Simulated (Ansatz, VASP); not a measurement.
MgS: VASP beside Ansatz

```
Mg S
1.0
     3.68173    0.00000    0.00000
    -1.84086    3.18847    0.00000
     0.00000    0.00000    3.37009
Mg S
1 1
Direct
  0.00000 0.00000 0.50000
  0.66667 0.33333 0.00000
```

The cell was built by a generator and needn't be a form met in nature.

Alike in both runs: task single point; functional PBE; k mesh 9 × 9 × 8; occupations fermi-dirac, width 0.05 eV; no spin polarisation.

|  | VASP | Ansatz |
| --- | --- | --- |
| version | VASP 6.6.1 | Ansatz 0.2.0 |
| potentials or method | VASP PAW PBE potentials, release 64 (Mg, S) | Ansatz PAW |
| plane-wave cutoff (eV) | 520 | 420 |
| valence electrons in the cell | 8 | 16 |

Ansatz gave:

- gap on the k mesh at the Fermi level (eV): 1.35
- least direct gap on the mesh (eV): 2.22
- pressure (GPa): -3.6
- largest component of the traceless stress (GPa): 0.75

**Question.** What did VASP give for the same quantities?

**Answer.** gap on the k mesh at the Fermi level (eV): 1.34; least direct gap on the mesh (eV): 2.20; pressure (GPa): -3.8; largest component of the traceless stress (GPa): 0.79.

With one functional, cell and mesh, what is left measures potentials, basis and numerics. The two sets of potentials don't hold the same shells in valence.

Caveats: an odd mesh through Γ misses points on the zone boundary, where band edges often lie (VASP); odd divisions of the mesh miss points on the zone boundary, where band edges often lie, so the gap on the mesh can be too wide (Ansatz). PBE gaps usually lie below the measured ones, often by a third to a half.
